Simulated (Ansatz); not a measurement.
Input of an Ansatz 0.2.0 run:

Contents of input.yaml:

```yaml
crystal:
  lattice:
    - [3.288, 0.0, 0.0]
    - [-1.644, 2.8474915276, 0.0]
    - [0.0, 0.0, 12.9]
  atoms:
    - { symbol: Mo, position: [0.6666666667, 0.3333333333, 0.75] }
    - { symbol: Mo, position: [0.3333333333, 0.6666666667, 0.25] }
    - { symbol: Se, position: [0.6666666667, 0.3333333333, 0.375] }
    - { symbol: Se, position: [0.3333333333, 0.6666666667, 0.875] }
    - { symbol: Se, position: [0.6666666667, 0.3333333333, 0.125] }
    - { symbol: Se, position: [0.3333333333, 0.6666666667, 0.625] }
hamiltonian:
  xc: revpbe
  pseudopotentials: { kind: paw }
kpoints:
  mp_grid: { grid: [9, 9, 2] }
  band_path:
    path:
      - [[0.0, 0.0, 0.0], [0.5, 0.0, 0.0], [0.3333333333, 0.3333333333, 0.0], [0.0, 0.0, 0.0], [0.0, 0.0, 0.5], [0.5, 0.0, 0.5], [0.3333333333, 0.3333333333, 0.5], [0.0, 0.0, 0.5]]
      - [[0.5, 0.0, 0.5], [0.5, 0.0, 0.0]]
      - [[0.3333333333, 0.3333333333, 0.0], [0.3333333333, 0.3333333333, 0.5]]
    npoints: 14
scf:
  occupations: { method: fermi_dirac, width: 0.05 }
  n_extra_bands: 15
output:
  forces: true
  stress: true
  eigenvalues: true
  fatbands: true
```

Potentials or basis: Ansatz PAW.

Launch:

```bash
$ ansatz run input.yaml --threads 2 --pin off --max-ram 5632MiB --backend cpu --events-out ev --progress --plain --runs-dir out
```

**Question.** What does it give for the pressure?

**Answer.** 9.8 GPa.

**Question.** Estimate the largest force.

**Answer.** 1.162 eV/Å.

**Question.** Estimate the band gap along the path.

**Answer.** 0.89 eV, indirect (least direct gap 1.38 eV).

Stress tensor (GPa, compression positive):
```
 7.97  0.00  0.00
 0.00  7.97  0.00
 0.00  0.00 13.51
```

Caveat: the cell's inner coordinates are idealised or old, which leaves forces on the atoms; this functional lacks dispersion, which binds the layers, so the pressure and a relaxed spacing across them are unreliable; the PAW data sets come from PBE, with cores solved anew for the run's functional, which leaves a small shift of forces and pressure.
